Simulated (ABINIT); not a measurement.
# BP (F-43m) in ABINIT: further runs

Aim: see how the results for BP move with the level of theory and the settings. Levels: PBE, PBE+D3. Tasks: equation of state.

Everything below comes from runs of ABINIT 10.8.3 (patched build). Logs are shortened: lines on timing, memory, paths and dates and some standing lists are left out, and cuts for length are marked. The log counts tension as positive stress, the text compression.

**The experiment to reproduce.**

“Equation of state of single-crystal cubic boron phosphide”, 2014, arxiv:1407.1677 reports, for a bulk crystal of BP at 300 K: bulk modulus 179 ± 1 GPa.

The results are compared with them further down.

### Step 1. The structure

It takes space group F-43m (No. 216, cubic). The conventional cell has a = 4.538 Å, b = 4.538 Å, c = 4.538 Å, α = 90.00°, β = 90.00°, γ = 90.00°. P (site symmetry -43m) is surrounded by 4 B at 1.97 Å. Around B (site symmetry -43m) lie 4 P at 1.97 Å.

### Step 2. Equation of state, PBE

File run.py:

```python
import json, os
import numpy as np
from ase.eos import EquationOfState
from ase.units import GPa
from ase.calculators.abinit import Abinit, AbinitProfile
from ase import Atoms

atoms = Atoms(['P', 'B'],
              cell=[[0.0, 2.269, 2.269], [2.269, 0.0, 2.269], [2.269, 2.269, 0.0]],
              scaled_positions=[[0.75, 0.75, 0.75], [0.0, 0.0, 0.0]],
              pbc=True)

profile = AbinitProfile(command='abinit', pp_paths=[os.path.abspath('pseudos')])
params = dict(
    pps='pawxml', xc='PBE',
    ecut=544.2277,
    pawecutdg=1088.4554,
    pawxcdev=0,
    kptopt=1,
    ngkpt=[10, 10, 10],
    nshiftk=1,
    shiftk=[0.0, 0.0, 0.0],
    ixc=11,
    nband=8,
    occopt=3,
    tsmear=0.05,
    nstep=100,
    tolvrs=1e-09,
    prtwf=0,
    prtden=0,
)

cell0 = atoms.cell.copy()
volumes, energies = [], []
for i, x in enumerate([0.94, 0.96, 0.98, 1.0, 1.02, 1.04, 1.06]):
    atoms.set_cell(cell0 * x ** (1 / 3), scale_atoms=True)
    atoms.calc = Abinit(profile=profile, directory=f'v{i}', **params)
    volumes.append(atoms.get_volume() / len(atoms))
    energies.append(atoms.get_potential_energy(force_consistent=True) / len(atoms))
    print(f'{x:5.2f} {volumes[-1]:10.5f} A^3/atom {energies[-1]:14.6f} eV/atom', flush=True)
    json.dump(dict(volumes=volumes, energies=energies), open('results.json', 'w'))
v0, e0, b0 = EquationOfState(volumes, energies, eos='birchmurnaghan').fit()
print(f'V0 {v0:.4f} A^3/atom  E0 {e0:.6f} eV/atom  B0 {b0 / GPa:.2f} GPa')
```

Potentials or basis: JTH PAW PBE v2.0.

Run with:

```
$ python run.py
```

Log:

```text
0.94   10.98073 A^3/atom    -130.029070 eV/atom
 0.96   11.21437 A^3/atom    -130.044658 eV/atom
 0.98   11.44800 A^3/atom    -130.054321 eV/atom
 1.00   11.68163 A^3/atom    -130.058637 eV/atom
 1.02   11.91526 A^3/atom    -130.058069 eV/atom
 1.04   12.14890 A^3/atom    -130.053064 eV/atom
 1.06   12.38253 A^3/atom    -130.044041 eV/atom
V0 11.7691 A^3/atom  E0 -130.058967 eV/atom  B0 162.35 GPa
```

abinit.in:

```text
ecut 544.2277 eV
ixc 11
kptopt 1
natom 2
nband 8
ngkpt
10 10 10
nshiftk 1
nsppol 1
nstep 100
occopt 3
pawecutdg 1088.4554 eV
pawxcdev 0
prtden 0
prtwf 0
shiftk
0.0 0.0 0.0
tolvrs 1e-09
tsmear 0.05 eV
#Definition of the unit cell
acell
1.00000000000000 1.00000000000000 1.00000000000000 Angstrom
rprim
0.00000000000000 2.31350149407601 2.31350149407601
2.31350149407601 0.00000000000000 2.31350149407601
2.31350149407601 2.31350149407601 0.00000000000000
chkprim 0 # Allow non-primitive cells
#Definition of the atom types
ntypat 2
znucl 5 15
#Enumerate different atomic species
typat
 2 1
pseudos "./pseudos/B.GGA_PBE-JTH.xml,
./pseudos/P.GGA_PBE-JTH.xml"
#Definition of the atoms
xcart
6.55782632327730 6.55782632327730 6.55782632327730
0.00000000000000 0.00000000000000 0.00000000000000
chkexit 1 # abinit.exit file in the running directory terminates after the current SCF
```

abinit.abo:

```text
.Version 10.8.3 of ABINIT
 Symmetries : space group F-4 3 m (#216); Bravais cF (face-center cubic)
================================================================================
 Values of the parameters that define the memory need of the present run
     intxc =       0    ionmov =       0      iscf =      17    lmnmax =       8
     lnmax =       4     mgfft =      27  mpssoang =       2    mqgrid =    3001
     natom =       2  nloc_mem =       2    nspden =       1   nspinor =       1
    nsppol =       1      nsym =      24    n1xccc =       1    ntypat =       2
    occopt =       3   xclevel =       2
       mpw =         728          nfft =       19683          nkpt =          47
 PAW method is used; the additional fine FFT grid is defined by:
   mgfftf=        36    nfftf =     46656
================================================================================
================================================================================

--------------------------------------------------------------------------------
------------- Echo of variables that govern the present computation ------------
--------------------------------------------------------------------------------
 -outvars: echo values of preprocessed input variables --------
            acell      1.8897261259E+00  1.8897261259E+00  1.8897261259E+00 Bohr
              amu      1.08110000E+01  3.09737620E+01
          chkexit           1
          chkprim           0
             ecut      1.99999991E+01 Hartree
              ixc          11
         kptrlatt       10    0    0      0   10    0      0    0   10
          kptrlen      6.18277795E+01
            natom           2
            nband           8
            ngfft          27      27      27
          ngfftdg          36      36      36
             nkpt          47
            nstep         100
             nsym          24
           ntypat           2
           occopt           3
        pawecutdg      3.99999982E+01 Hartree
         pawxcdev           0
           prtden           0
            prtwf           0
            rprim      0.0000000000E+00  2.3135014941E+00  2.3135014941E+00
                       2.3135014941E+00  0.0000000000E+00  2.3135014941E+00
                       2.3135014941E+00  2.3135014941E+00  0.0000000000E+00
          spgroup         216
           tolvrs      1.00000000E-09
           tsmear      1.83746611E-03 Hartree
            typat      2  1
           useylm           1
           xangst      3.4702522410E+00  3.4702522410E+00  3.4702522410E+00
                      -1.3011726084E-10 -1.3011726084E-10 -1.3011726084E-10
            xcart      6.5578263233E+00  6.5578263233E+00  6.5578263233E+00
                      -2.4588598724E-10 -2.4588598724E-10 -2.4588598724E-10
             xred      7.4999999997E-01  7.4999999997E-01  7.4999999997E-01
                      -2.8121283080E-11 -2.8121283080E-11 -2.8121283080E-11
            znucl        5.00000   15.00000

================================================================================

 chkinp: Checking input parameters for consistency.

================================================================================
== DATASET  1 ==================================================================

--- !DatasetInfo
iteration_state: {dtset: 1, }
dimensions: {natom: 2, nkpt: 47, mband: 8, nsppol: 1, nspinor: 1, nspden: 1, mpw: 728, }
cutoff_energies: {ecut:  20.0, pawecutdg:  40.0, }
electrons: {nelect:   8.00000000E+00, charge:   0.00000000E+00, occopt:   3.00000000E+00, tsmear:   1.83746611E-03, }
meta: {optdriver: 0, ionmov: 0, optcell: 0, iscf: 17, paral_kgb: 0, }
[... 82 lines left out ...]
entropy   :   0.00000000E+00
fermie    :   3.07226211E-01
cartesian_stress_tensor: # hartree/bohr^3
- [  2.60491473E-04,   0.00000000E+00,   0.00000000E+00, ]
- [  0.00000000E+00,   2.60491473E-04,   0.00000000E+00, ]
- [  0.00000000E+00,   0.00000000E+00,   2.60491473E-04, ]
pressure_GPa:  -7.6639E+00
xred      :
- [  7.5000E-01,   7.5000E-01,   7.5000E-01,  P]
- [ -2.8121E-11,  -2.8121E-11,  -2.8121E-11,  B]
cartesian_forces: # hartree/bohr
- [  8.66109933E-30,   8.66109933E-30,  -2.59832980E-29, ]
- [ -8.66109933E-30,  -8.66109933E-30,   2.59832980E-29, ]
force_length_stats: {min:   2.87256167E-29, max:   2.87256167E-29, mean:   2.87256167E-29, }
...

 Integrated electronic density in atomic spheres:
 ------------------------------------------------
 Atom  Sphere_radius  Integrated_density
    1        1.60765          1.60427229
    2        1.70617          1.77073224

================================================================================

 ----iterations are completed or convergence reached----

 Mean square residual over all n,k,spin=   40.535E-12; max=  56.020E-10
 reduced coordinates (array xred) for    2 atoms
       0.749999999972      0.749999999972      0.749999999972
      -0.000000000028     -0.000000000028     -0.000000000028
 rms dE/dt=  9.5940E-29; max dE/dt=  1.3463E-28; dE/dt below (all hartree)
    1       0.000000000000      0.000000000000     -0.000000000000
    2      -0.000000000000     -0.000000000000      0.000000000000

 cartesian coordinates (angstrom) at end:
    1      3.47025224098390     3.47025224098390     3.47025224098390
    2     -0.00000000013012    -0.00000000013012    -0.00000000013012

 cartesian forces (hartree/bohr) at end:
    1      0.00000000000000     0.00000000000000    -0.00000000000000
    2     -0.00000000000000    -0.00000000000000     0.00000000000000
 frms,max,avg= 1.6584743E-29 2.5983298E-29   0.000E+00  0.000E+00  0.000E+00 h/b

 cartesian forces (eV/Angstrom) at end:
    1      0.00000000000000     0.00000000000000    -0.00000000000000
    2     -0.00000000000000    -0.00000000000000     0.00000000000000
 frms,max,avg= 8.5282175E-28 1.3361149E-27   0.000E+00  0.000E+00  0.000E+00 e/A
 length scales=  1.889726125908  1.889726125908  1.889726125908 bohr
              =  1.000000000000  1.000000000000  1.000000000000 angstroms
 Fermi (or HOMO) energy (hartree) =   0.30723   Average Vxc (hartree)=  -0.39222
 Eigenvalues (hartree) for nkpt=  47  k points:
 kpt#   1, nband=  8, wtk=  0.00100, kpt=  0.0000  0.0000  0.0000 (reduced coord)
  -0.26595    0.28362    0.28362    0.28362    0.40566    0.40566    0.40566    0.52236
      occupation numbers for kpt#   1
   2.00000    1.99999    1.99999    1.99999    0.00000    0.00000    0.00000    0.00000
 prteigrs : prtvol=0 or 1, do not print more k-points.

--- !EnergyTerms
iteration_state     : {dtset: 1, }
comment             : Components of total free energy in Hartree
kinetic             :  4.27194215332050E+00
hartree             :  6.57321516588485E-01
xc                  : -3.39809265956621E+00
Ewald energy        : -1.02898075945862E+01
psp_core            :  2.22081819376131E-01
local_psp           : -3.08000211163581E+00
PAW spherical_terms :  2.05849613432256E+00
internal            : -9.55806074218058E+00
'-kT*entropy'       : -8.67215442461607E-10
total_energy        : -9.55806074304779E+00
total_energy_eV     : -2.60088082641622E+02
...

--- !EnergyTermsDC
iteration_state     : {dtset: 1, }
comment             : '"Double-counting" decomposition of free energy'
band_energy         :  4.24894280573035E-01
Ewald energy        : -1.02898075945862E+01
psp_core            :  2.22081819376131E-01
xc_dc               : -2.15722561938575E-01
PAW spherical_terms :  3.00495628961632E-01
internal            : -9.55805842761400E+00
'-kT*entropy'       : -8.67215442461607E-10
total_energy_dc     : -9.55805842848121E+00
total_energy_dc_eV  : -2.60088019659056E+02
...

--- !EnergyTermsWithPAWCore
iteration_state     : {dtset: 1, }
comment             : 'Components of total free energy, including PAW core contributions'
Total energy        : -3.66978402824356E+02
Total energy DC     : -3.66978400509789E+02
Total energy (eV)   : -9.98599106318675E+03
Total energy DC (eV): -9.98599100020418E+03
...

 Cartesian components of stress tensor (hartree/bohr^3)
  sigma(1 1)=  2.60491473E-04  sigma(3 2)=  0.00000000E+00
  sigma(2 2)=  2.60491473E-04  sigma(3 1)=  0.00000000E+00
  sigma(3 3)=  2.60491473E-04  sigma(2 1)=  0.00000000E+00

-Cartesian components of stress tensor (GPa)         [Pressure= -7.6639E+00 GPa]
- sigma(1 1)=  7.66392374E+00  sigma(3 2)=  0.00000000E+00
- sigma(2 2)=  7.66392374E+00  sigma(3 1)=  0.00000000E+00
- sigma(3 3)=  7.66392374E+00  sigma(2 1)=  0.00000000E+00

== END DATASET(S) ==============================================================
================================================================================

 -outvars: echo values of variables after computation  --------
            acell      1.8897261259E+00  1.8897261259E+00  1.8897261259E+00 Bohr
           etotal     -9.5580584285E+00
            fcart      8.6610993298E-30  8.6610993298E-30 -2.5983297990E-29
                      -8.6610993298E-30 -8.6610993298E-30  2.5983297990E-29
            rprim      0.0000000000E+00  2.3135014941E+00  2.3135014941E+00
                       2.3135014941E+00  0.0000000000E+00  2.3135014941E+00
                       2.3135014941E+00  2.3135014941E+00  0.0000000000E+00
           strten      2.6049147328E-04  2.6049147328E-04  2.6049147328E-04
                       0.0000000000E+00  0.0000000000E+00  0.0000000000E+00
           xangst      3.4702522410E+00  3.4702522410E+00  3.4702522410E+00
                      -1.3011726084E-10 -1.3011726084E-10 -1.3011726084E-10
             xred      7.4999999997E-01  7.4999999997E-01  7.4999999997E-01
                      -2.8121283080E-11 -2.8121283080E-11 -2.8121283080E-11
 Calculation completed.
```

Wall time 81 s (1 thread of Intel Xeon Platinum 8259CL at 2.50GHz (Skylake/Cascade Lake), shared host); peak memory 0.09 GiB.

Results:

* Equilibrium volume: 11.77 Å³/atom
* Bulk modulus: 162 GPa
* Pressure derivative of the bulk modulus: 3.8

Energy against volume, from the lowest point:
| volume (Å³/atom) | energy (meV/atom) |
| --- | --- |
| 10.981 | 29.57 |
| 11.214 | 13.98 |
| 11.448 | 4.32 |
| 11.682 | 0.00 |
| 11.915 | 0.57 |
| 12.149 | 5.57 |
| 12.383 | 14.60 |

Caveat: pressures at fixed basis lie under the slope of the energies; the log and the count of SCF iterations are those of the last ABINIT call alone. PBE usually gives volumes a little too large and moduli too small.

### Step 3. Equation of state, PBE+D3

run.py: that of step 2 with these lines changed.

```diff
@@ -4,2 +4,4 @@
 from ase.units import GPa
+from ase.calculators.mixing import SumCalculator
+from dftd3.ase import DFTD3
 from ase.calculators.abinit import Abinit, AbinitProfile
@@ -36,5 +38,6 @@
     atoms.set_cell(cell0 * x ** (1 / 3), scale_atoms=True)
-    atoms.calc = Abinit(profile=profile, directory=f'v{i}', **params)
+    atoms.calc = SumCalculator([Abinit(profile=profile, directory=f'v{i}', **params), DFTD3(method='pbe', damping='d3zero')])
     volumes.append(atoms.get_volume() / len(atoms))
-    energies.append(atoms.get_potential_energy(force_consistent=True) / len(atoms))
+    dft, disp = atoms.calc.mixer.calcs
+    energies.append((dft.get_property('free_energy', atoms) + disp.get_property('energy', atoms)) / len(atoms))
     print(f'{x:5.2f} {volumes[-1]:10.5f} A^3/atom {energies[-1]:14.6f} eV/atom', flush=True)
```

Potentials or basis: JTH PAW PBE v2.0.

Run with:

```
$ python run.py
```

Run time: 83 s. Hardware: 1 thread of Intel Xeon Platinum 8259CL at 2.50GHz (Skylake/Cascade Lake), shared host; peak memory 0.09 GiB.

Results (log left out):

| Item | Value |
| --- | --- |
| Equilibrium volume | 11.59 Å³/atom |
| Bulk modulus | 167 GPa |
| Pressure derivative of the bulk modulus | 3.9 |

Energy against volume, from the lowest point:
```csv
volume (Å³/atom),energy (meV/atom)
10.981,18.13
11.214,6.51
11.448,0.66
11.682,0.00
11.915,4.08
12.149,12.43
12.383,24.65
```

Caveat: pressures at fixed basis lie under the slope of the energies; the log and the count of SCF iterations are those of the last ABINIT call alone.

### Step 4. How close it comes

Step 2. A measured bulk modulus of BP is 179 GPa (300 K; “Equation of state of single-crystal cubic boron phosphide”, 2014, arxiv:1407.1677); the calculated 162 GPa misses it by -9.3 %. 3 values of this kind are on record (173 to 179 GPa); this one was drawn at random among those near their median, those with a stated uncertainty first. The fit is for a static lattice scaled at fixed shape and fixed fractional positions.

Step 3. Measured bulk modulus of BP: 179 GPa (300 K; “Equation of state of single-crystal cubic boron phosphide”, 2014, arxiv:1407.1677). This calculation gives 167 GPa (-6.9 %). 3 values of this kind are on record (173 to 179 GPa); this one was drawn at random among those near their median, those with a stated uncertainty first. The fit is for a static lattice scaled at fixed shape and fixed fractional positions.
